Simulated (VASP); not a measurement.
A run of VASP 6.6.1 is set up as follows.

The input POSCAR:

```
KCl
1.0
    0.0000000000      3.4964102556      3.4964102556
    3.4964102556      0.0000000000      3.4964102556
    3.4964102556      3.4964102556      0.0000000000
K Cl
1 1
Direct
    0.0000000000      0.0000000000      0.0000000000
    0.2500000000      0.2500000000      0.2500000000
```

INCAR.step1

```
  PREC = Accurate
  ENCUT = 520
  EDIFF = 1E-5
  ISMEAR = 0
  SIGMA = 0.01
  LREAL = False
  LASPH = True
  NELM = 100
  ALGO = Normal
  ISIF = 2
  LWAVE = True
  LCHARG = False
  NBANDS = 15
  GGA = PE
```

Contents of INCAR.step2:

```
  PREC = Accurate
  ENCUT = 520
  EDIFF = 1E-6
  ISMEAR = 0
  SIGMA = 0.01
  LREAL = False
  LASPH = True
  NELM = 100
  ALGO = Normal
  ISIF = 2
  LWAVE = False
  LCHARG = False
  GGA = PE
  LHFCALC = True
  HFSCREEN = 0.2079
  PRECFOCK = Normal
  NBANDS = 15
  ISTART = 1
```

KPOINTS

```
regular mesh
0
Gamma
  4 4 4
```

Potentials or basis: VASP PAW PBE potentials, release 64 (K_sv, Cl).

Command:

```sh
$ cat potpaw_PBE.64/K_sv/POTCAR potpaw_PBE.64/Cl/POTCAR > POTCAR
$ cp INCAR.step1 INCAR
$ mpirun -np 1 vasp_std > vasp.out
$ cp INCAR.step2 INCAR
$ mpirun -np 1 vasp_std > vasp.out
```

(1) Predict the pressure.

(2) Estimate the band gap on the k mesh.

Answers

(1) 0.3 GPa.

(2) 6.04 eV, indirect (least direct gap 6.08 eV).

Caveat: the PAW data sets were made with another functional, which shifts forces and pressure a little.
